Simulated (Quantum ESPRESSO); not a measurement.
Runs of Quantum ESPRESSO 7.5 on Pd. The structure is cubic, space group Fm-3m (No. 225). The conventional cell has a = 3.893 Å, b = 3.893 Å, c = 3.893 Å, α = 90.00°, β = 90.00°, γ = 90.00°. Around Pd (site symmetry m-3m) lie 12 Pd at 2.75 Å. 

```csv
task,level,potentials or basis,cell,k mesh,cutoff (eV),ASE optimiser,rVV10 parameter b,SCF threshold,form of the LDA correlation,symmetry,gap on the mesh (eV),pressure (GPa),relaxed volume (Å³/atom)
relaxation of cell and atoms,revPBE+rVV10,Ansatz NC SR PBE,relaxed,12 × 12 × 12,1116,LBFGS,6.3,2e-10 Ry,-,-,none,0.0,15.05
relaxation of cell and atoms,revPBE+D2,Ansatz NC SR PBE,relaxed,12 × 12 × 12,1116,FIRE,-,2e-10 Ry,-,-,none,0.2,14.50
band structure,AM05,SG15 PBE 1.2,as given,12 × 12 × 12,952,-,-,2e-10 Ry,-,-,none,-4.0,-
relaxation of cell and atoms,revPBE+D3(BJ),Ansatz NC SR PBE,relaxed,12 × 12 × 12,1116,BFGS,-,2e-10 Ry,-,-,none,0.0,14.55
relaxation of cell and atoms,revPBE+D3,Ansatz NC SR PBE,relaxed,12 × 12 × 12,1116,BFGS,-,2e-10 Ry,-,-,none,0.0,14.65
band structure,rPW86PBE+rVV10,SG15 PBE 1.2,as given,12 × 12 × 12,952,-,6.3,2e-10 Ry,-,-,none,11.7,-
relaxation of cell and atoms,revPBE,Ansatz NC SR PBE,relaxed,12 × 12 × 12,1116,FIRE,-,2e-10 Ry,-,-,none,-0.1,(a)
band structure,LDA,SG15 PBE 1.2,as given,12 × 12 × 12,952,-,-,2e-10 Ry,PZ81,-,none,(c),-
band structure,r2SCAN,SG15 PBE 1.2,as given,9 × 9 × 9,952,-,-,1e-08 Ry,-,off,none,0.6,-
band structure,WC,SG15 PBE 1.2,as given,12 × 12 × 12,952,-,-,2e-10 Ry,-,-,none,-1.7,-
band structure,PBEsol,SG15 PBE 1.2,as given,12 × 12 × 12,952,-,-,2e-10 Ry,-,-,none,(b),-
band structure,RPBE,SG15 PBE 1.2,as given,12 × 12 × 12,952,-,-,2e-10 Ry,-,-,none,11.9,-
```

Alike in all rows: no spin polarisation; smearing fermi-dirac 0.05 eV.

**Question.** Estimate the missing entries.

**Answer.** (a) 15.62; (b) -3.1; (c) -9.2.

Caveats: the potentials were made for another functional, which shifts forces and pressure; pairwise dispersion overbinds metals, which lowers pressure and volume (some runs); rVV10's parameter b was fitted to another functional (some runs).

A k mesh can miss the band edges, and the runs leave out spin-orbit coupling on Pd.

A gap of «none» marks a metal or a gap under the smearing width.

Runs at the PBE level aren't shown here.
